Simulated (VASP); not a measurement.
# InP (pbe0) (F-43m) in VASP: single point with PBE0

Aim: the single point of InP (pbe0) with PBE0.

All numbers are computed with VASP 6.6.1; they aren't measurements. Logs are shortened: lines on timing, memory, paths and dates and some standing lists are left out, and cuts for length are marked.

**Measured values to compare with.**

A printed reference work, data compilation reports, for a bulk crystal of InP at 1.6 K: band gap 1.4236 eV (direct).

How close the calculation comes is told below.

**1. The crystal as given**

Symmetry: F-43m, No. 216, cubic system. The conventional cell has a = 5.959 Å, b = 5.959 Å, c = 5.959 Å, α = 90.00°, β = 90.00°, γ = 90.00°. In (site symmetry -43m) is surrounded by 4 P at 2.58 Å. Around P (site symmetry -43m) lie 4 In at 2.58 Å.

**2. Single point, PBE0**

The input, POSCAR:

```
InP
1.0
    0.0000000000      2.9795369318      2.9795369318
    2.9795369318      0.0000000000      2.9795369318
    2.9795369318      2.9795369318      0.0000000000
In P
1 1
Direct
    0.0000000000      0.0000000000      0.0000000000
    0.2500000000      0.2500000000      0.2500000000
```

The input, INCAR.step1:

```
SYSTEM = InP
PREC = Accurate
ENCUT = 520
EDIFF = 1E-5
ISMEAR = 0
SIGMA = 0.01
LREAL = .FALSE.
LASPH = .TRUE.
NELM = 100
ALGO = Normal
ISIF = 2
LWAVE = .TRUE.
GGA = PE
NBANDS = 16
```

The input, INCAR.step2:

```
SYSTEM = InP
PREC = Accurate
ENCUT = 520
EDIFF = 1E-7
ISMEAR = 0
SIGMA = 0.01
LREAL = .FALSE.
LASPH = .TRUE.
NELM = 100
ALGO = Normal
ISIF = 2
LWAVE = .FALSE.
LCHARG = .TRUE.
GGA = PE
LHFCALC = .TRUE.
AEXX = 0.25
PRECFOCK = Normal
HFRCUT = -1
LELF = .TRUE.
LVHAR = .TRUE.
ISTART = 1
NBANDS = 16
```

The input, KPOINTS:

```
regular mesh
0
G
  6 6 6
  0 0 0
```

Potentials or basis: VASP PAW PBE potentials, release 64 (In_d, P).

Launch:

```bash
> cat potpaw_PBE.64/In_d/POTCAR potpaw_PBE.64/P/POTCAR > POTCAR
> cp INCAR.step1 INCAR
> mpirun -np 1 vasp_std > vasp.out
> cp INCAR.step2 INCAR
> mpirun -np 1 vasp_std > vasp.out
```

OUTCAR:

```text
SYSTEM = InP
   PREC = Accurate
   ENCUT = 520
   EDIFF = 1E-7
   ISMEAR = 0
   LREAL = .FALSE.
   LASPH = .TRUE.
   NELM = 100
   ISIF = 2
   GGA = PE
   LHFCALC = .TRUE.
   AEXX = 0.25
   PRECFOCK = Normal
   ISTART = 1

 ion  position               nearest neighbor table
   1  0.000  0.000  0.000-   2 2.58   2 2.58   2 2.58   2 2.58
   2  0.250  0.250  0.250-   1 2.58   1 2.58   1 2.58   1 2.58

  LATTYP: Found a face centered cubic cell.
 ALAT       =     5.9590738636

  Lattice vectors:

 A1 = (   0.0000000000,   2.9795369318,   2.9795369318)
 A2 = (   2.9795369318,   0.0000000000,   2.9795369318)
 A3 = (   2.9795369318,   2.9795369318,   0.0000000000)

Analysis of symmetry for initial positions (statically):
=====================================================================
 Subroutine PRICEL returns:
 Original cell was already a primitive cell.

 Routine SETGRP: Setting up the symmetry group for a
 face centered cubic supercell.

 Subroutine GETGRP returns: Found 24 space group operations
 (whereof 24 operations were pure point group operations)
 out of a pool of 48 trial point group operations.

The static configuration has the point symmetry T_d .

Analysis of symmetry for dynamics (positions and initial velocities):
=====================================================================
 Subroutine PRICEL returns:
 Original cell was already a primitive cell.

 Routine SETGRP: Setting up the symmetry group for a
 face centered cubic supercell.

 Subroutine GETGRP returns: Found 24 space group operations
 (whereof 24 operations were pure point group operations)
 out of a pool of 48 trial point group operations.

The dynamic configuration has the point symmetry T_d .

 Subroutine INISYM returns: Found 24 space group operations
 (whereof 24 operations are pure point group operations),
 and found     1 'primitive' translations

----------------------------------------------------------------------------------------

                                     Primitive cell

  volume of cell :      52.9025

  direct lattice vectors                    reciprocal lattice vectors
     0.000000000  2.979536932  2.979536932    -0.167811311  0.167811311  0.167811311
     2.979536932  0.000000000  2.979536932     0.167811311 -0.167811311  0.167811311
     2.979536932  2.979536932  0.000000000     0.167811311  0.167811311 -0.167811311

  length of vectors
     4.213701539  4.213701539  4.213701539     0.290657717  0.290657717  0.290657717

  position of ions in fractional coordinates (direct lattice)
     0.000000000  0.000000000  0.000000000
     0.250000000  0.250000000  0.250000000

  ion indices of the primitive-cell ions
   primitive index   ion index
                 1           1
                 2           2

----------------------------------------------------------------------------------------

 KPOINTS: regular mesh

Automatic generation of k-mesh.
 Grid dimensions read from file:
 generate k-points for:    6    6    6

 Generating k-lattice:

  Cartesian coordinates                     Fractional coordinates (reciprocal lattice)
    -0.027968552  0.027968552  0.027968552     0.166666667  0.000000000  0.000000000
     0.027968552 -0.027968552  0.027968552     0.000000000  0.166666667  0.000000000
     0.027968552  0.027968552 -0.027968552     0.000000000  0.000000000  0.166666667

  Length of vectors
     0.048442953  0.048442953  0.048442953

  Shift w.r.t. Gamma in fractional coordinates (k-lattice)
     0.000000000  0.000000000  0.000000000

 Subroutine IBZKPT returns following result:
 ===========================================

 Found     16 irreducible k-points:

 Following reciprocal coordinates:
            Coordinates               Weight
  0.000000  0.000000  0.000000      1.000000
  0.166667  0.000000  0.000000      8.000000
  0.333333  0.000000  0.000000      8.000000
  0.500000  0.000000  0.000000      4.000000
  0.166667  0.166667  0.000000      6.000000
  0.333333  0.166667  0.000000     24.000000
[... 8 lines left out ...]
 -0.333333  0.333333  0.166667     24.000000
 -0.333333  0.500000  0.166667     12.000000
   k-points           NKPTS =     16   k-points in BZ     NKDIM =    216   number of bands    NBANDS=     16
   number of dos      NEDOS =    301   number of ions     NIONS =      2
   total plane-waves  NPLWV =  32768
   dimension x,y,z NGX =    32 NGY =   32 NGZ =   32
   dimension x,y,z NGXF=    64 NGYF=   64 NGZF=   64
   ions per type =               1   1
   NGX,Y,Z   is equivalent  to a cutoff of  12.63, 12.63, 12.63 a.u.
   NGXF,Y,Z  is equivalent  to a cutoff of  25.25, 25.25, 25.25 a.u.
 SYSTEM =  InP
   PREC   = accura    normal or accurate (medium, high low for compatibility)
   ISTART =      1    job   : 0-new  1-cont  2-samecut
   ICHARG =      0    charge: 1-file 2-atom 10-const
   ISPIN  =      1    spin polarized calculation?
   LNONCOLLINEAR =      F non collinear calculations
   LSORBIT =      F    spin-orbit coupling
   LASPH  =      T    aspherical Exc in radial PAW
   ENCUT  =  520.0 eV  38.22 Ry    6.18 a.u.   7.83  7.83  7.83*2*pi/ulx,y,z
   NELM   =    100;   NELMIN=  2; NELMDL=  0     # of ELM steps
   EDIFF  = 0.1E-06   stopping-criterion for ELM
   LREAL  =      F    real-space projection
   EDIFFG = 0.1E-05   stopping-criterion for IOM
   NSW    =      0    number of steps for IOM
   IBRION =     -1    ionic relax: 0-MD 1-quasi-New 2-CG
   NFREE  =      0    steps in history (QN), initial steepest desc. (CG)
   ISIF   =      2    stress and relaxation
   ISYM   =      3    0-nonsym 1-usesym 2-fastsym
   POTIM  = 0.5000    time-step for ionic-motion
   TEBEG  =    0.0;   TEEND  =   0.0 temperature during run
   PSTRESS=    0.0 pullay stress
   NELECT =      18.0000    total number of electrons
   NUPDOWN=      -1.0000    fix difference up-down
   EMIN   =  10.00;   EMAX   =-10.00  energy-range for DOS
   EFERMI =   0.00;   METHOD = LEGACY
   ISMEAR =     0;   SIGMA  =   0.01  broadening in eV -4-tet -1-fermi 0-gaus
   EFERMI_NEDOS =   21; number of points for ismear=-14 and -15
   IALGO  =     38    algorithm
   IMIX   =      1    mixing-type and parameters
     AMIX     =   0.40;   BMIX     =  1.00
     AMIX_MAG =   1.60;   BMIX_MAG =  1.00
  volume/ion in A,a.u.               =      26.45       178.50
  Fermi-wavevector in a.u.,A,eV,Ry     =   1.142896  2.159761 17.772098  1.306212
  Thomas-Fermi vector in A             =   2.279593
   LORBIT       =      0    0 simple, 1 ext, 2 COOP (PROOUT), +10 PAW based schemes
   GGA     = PE    functional components
   LHFCALC =     T    Hartree Fock is set to
   PRECFOCK=normal    Normal, Fast or Accurate (Low or Medium for compatibility)
   ENCUT4O =  -1.0   cutoff for four orbital integrals eV
   NKREDX  =     1    reduce k-point grid by
   NKREDY  =     1    reduce k-point grid by
   NKREDZ  =     1    reduce k-point grid by
   AEXX    =    0.2500 exact exchange contribution
   HFSCREEN=    0.0000 screening length (either q_TF or 0.3 A-1)
   HFSCREENC=   0.0000 screening length for correlation (either q_TF or 0.3 A-1)
   ENCUTFOCK=  -1.0 apply spherical cutoff to Coloumb kernel
   IVDW    =     0    specifies the selected vdW correction
   LEPSILON=     F    determine dielectric tensor
   LRPA    =     F    only Hartree local field effects (RPA)
 non-spin polarized calculation
 Gauss-broadening in eV      SIGMA  =   0.01
  energy-cutoff  :      520.00
  volume of cell :       52.90
 maximum number of plane-waves:      1458
  NGX = 24; NGY = 24; NGZ = 24

 number of electron      18.0000005 magnetization

 Free energy of the ion-electron system (eV)
  ---------------------------------------------------
  ext. energy  EPLUGINS =         0.00000000
  ---------------------------------------------------
  free energy    TOTEN  =       -10.86770833 eV

  energy without entropy =      -10.86770833  energy(sigma->0) =      -10.86770833

 E-fermi :   4.0071     XC(G=0):  -7.1799

 val. band max:        3.9115204075   @ k =   0.0000   0.0000   0.0000
 cond. band min:       5.7100651349   @ k =   0.0000   0.0000   0.0000
 fundamental gap:      1.7985447274
 Fermi energy:         4.0070807227

 k-point     1 :       0.0000    0.0000    0.0000
  band No.  band energies     occupation
      1     -11.9873      2.00000
      2     -11.9873      2.00000
      3     -11.9873      2.00000
      4     -11.8490      2.00000
      5     -11.8490      2.00000
      6      -8.5878      2.00000
[... 8 lines left out ...]
     15      15.0296      0.00000
     16      15.0296      0.00000

 k-point     2 :       0.1667    0.0000    0.0000
  band No.  band energies     occupation
      1     -12.0120      2.00000
      2     -11.9769      2.00000
      3     -11.9769      2.00000
      4     -11.8488      2.00000
      5     -11.8488      2.00000
      6      -8.2716      2.00000
[... 8 lines left out ...]
     15      14.1409      0.00000
     16      14.8701      0.00000

 k-point     3 :       0.3333    0.0000    0.0000
  band No.  band energies     occupation
      1     -12.0586      2.00000
      2     -11.9595      2.00000
      3     -11.9595      2.00000
      4     -11.8441      2.00000
      5     -11.8441      2.00000
      6      -7.4648      2.00000
[... 8 lines left out ...]
     15      14.6584      0.00000
     16      14.6584      0.00000

 k-point     4 :       0.5000    0.0000    0.0000
  band No.  band energies     occupation
      1     -12.0814      2.00000
      2     -11.9533      2.00000
      3     -11.9533      2.00000
      4     -11.8392      2.00000
      5     -11.8392      2.00000
      6      -6.8738      2.00000
[... 8 lines left out ...]
     15      16.3255      0.00000
     16      16.3255      0.00000
[... 172 lines left out ...]
 k-point    14 :       0.5000    0.3333    0.1667
  band No.  band energies     occupation
      1     -12.0949      2.00000
      2     -11.9399      2.00000
      3     -11.9252      2.00000
      4     -11.8652      2.00000
      5     -11.8348      2.00000
      6      -6.8323      2.00000
[... 8 lines left out ...]
     15      16.6477      0.00000
     16      17.4323      0.00000

 k-point    15 :      -0.3333    0.3333    0.1667
  band No.  band energies     occupation
      1     -12.1031      2.00000
      2     -11.9400      2.00000
      3     -11.9158      2.00000
      4     -11.8608      2.00000
      5     -11.8388      2.00000
      6      -6.3703      2.00000
[... 8 lines left out ...]
     15      16.6321      0.00000
     16      17.2459      0.00000

 k-point    16 :      -0.3333    0.5000    0.1667
  band No.  band energies     occupation
      1     -12.1202      2.00000
      2     -11.9251      2.00000
      3     -11.9038      2.00000
      4     -11.8733      2.00000
      5     -11.8319      2.00000
      6      -6.1701      2.00000
[... 8 lines left out ...]
     15      16.9607      0.00000
     16      17.6231      0.00000

------------------------ aborting loop because EDIFF is reached ----------------------------------------

  FORCE on cell =-STRESS in cart. coord.  units (eV):
  Direction    XX          YY          ZZ          XY          YZ          ZX
  --------------------------------------------------------------------------------------
  -------------------------------------------------------------------------------------
  Total       -0.7473878     -0.7473878     -0.7473878      0.0000000     -0.0000000      0.0000000
  in kB      -22.6349883    -22.6349883    -22.6349883      0.0000000     -0.0000000      0.0000000
  external PRESSURE =     -22.6349883 kB  Pullay stress =       0.0000000 kB

 VOLUME and BASIS-vectors are now :
 -----------------------------------------------------------------------------
  energy-cutoff  :      520.00
  volume of cell :       52.90
      direct lattice vectors                 reciprocal lattice vectors
     0.000000000  2.979536932  2.979536932    -0.167811311  0.167811311  0.167811311
     2.979536932  0.000000000  2.979536932     0.167811311 -0.167811311  0.167811311
     2.979536932  2.979536932  0.000000000     0.167811311  0.167811311 -0.167811311

 POSITION                                       TOTAL-FORCE (eV/Angst)
 -----------------------------------------------------------------------------------
      0.00000      0.00000      0.00000        -0.000000     -0.000000     -0.000000
      1.48977      1.48977      1.48977         0.000000      0.000000      0.000000
 -----------------------------------------------------------------------------------
    total drift:                                0.000030      0.000026      0.000017

  FREE ENERGIE OF THE ION-ELECTRON SYSTEM (eV)
  ---------------------------------------------------
  free  energy   TOTEN  =       -10.8677083268 eV

  energy  without entropy=      -10.8677083268  energy(sigma->0) =      -10.86770833
```

It took 17 min on 1 thread of Intel Xeon 6975P-C (Granite Rapids), shared host; peak memory 0.2 GiB.

Results:

```yaml
Free_energy: -10.8677 eV
Pressure: -2.3 GPa
Band_gap_on_the_k_mesh: 1.80 eV, direct
```

Caveat: the PAW data sets were made with another functional, which shifts forces and pressure a little; spin-orbit coupling is left out, which moves the levels of the heavy elements.

**3. How close it comes**

Step 2. Measured gap of InP: 1.4236 eV (direct; 1.6 K; a printed reference work, data compilation). This calculation gives 1.80 eV (+0.37 eV). Spin-orbit coupling on In is left out. The value is that of PBE0, without temperature or zero-point motion.
